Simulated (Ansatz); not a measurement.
**BiTe: a phonon run with k mesh 4×4×4**

These are results of DFT PBE, scalar-relativistic, plane waves, PAW in Ansatz 0.2.0, not measurements.

Launched with:
```bash
ansatz run input.yaml --threads 1 --pin off --max-ram 3072MiB --backend cpu --events-out ev --progress --plain --runs-dir out
```

Input (bare energies are in eV):
```yaml
crystal:
  lattice:
    - [0.0, 3.2548796324, 3.2548796324]
    - [3.2548796324, 0.0, 3.2548796324]
    - [3.2548796324, 3.2548796324, 0.0]
  atoms:
    - { symbol: Bi, position: [0.0, 0.0, 0.0] }
    - { symbol: Te, position: [0.5, 0.5, 0.5] }
basis:
  ecutwfc: 420
kpoints:
  mp_grid: { grid: [4, 4, 4] }
hamiltonian:
  xc: pbe
scf:
  occupations: { method: fermi_dirac, width: 0.15 }
output:
  eigenvalues: true
phonons:
  method: dfpt
```

From the output:
```
--- Phonons (Γ-DFPT): 2 representative perturbations + reference, on 13 of 64 k-points (Σ response iterations 6) ---
  k mesh reduced under 8 symmetry operations, with k and −k counted as one. Each operation leaves every solved perturbation unchanged. A smaller set is not used because it would not reduce the number of displacements ...
  ASR residual: 2.873e-4 → 0.000e0 eV/Å²; symmetrization residual: 2.463e-5 eV/Å²
  ASR residual per site (eV/Å²): 3.24e-5 2.87e-4
  Γ frequencies (cm⁻¹): 0.00 0.00 0.00 99.67 99.67 99.67
  non-analytic LO–TO correction: not included (Born effective charges unavailable; polar crystals: no LO–TO splitting at Γ)
```

The run took 13 s on 1 thread of Intel(R) Xeon(R) Processor @ 2.50GHz (Skylake/Cascade Lake), on a shared host, peak memory 0.46 GiB.

Beside the reference run (Plane waves to 420 eV; Γ-centred k mesh 12×12×12; Fermi-Dirac smearing of 0.15 eV. No spin polarisation. Phonons by linear response, acoustic sum rule imposed.), the optical modes at Γ (cm⁻¹, by rank, those that always equal the one before left out, no LO field; i marks imaginary):
```tsv
setting	mode 1
reference run	85
k mesh 4×4×4	100
```

In a metal, frequencies and elastic constants depend on the k mesh and the smearing, soft modes and shear constants most. Spin–orbit coupling is left out, which can shift energies with elements as heavy as these.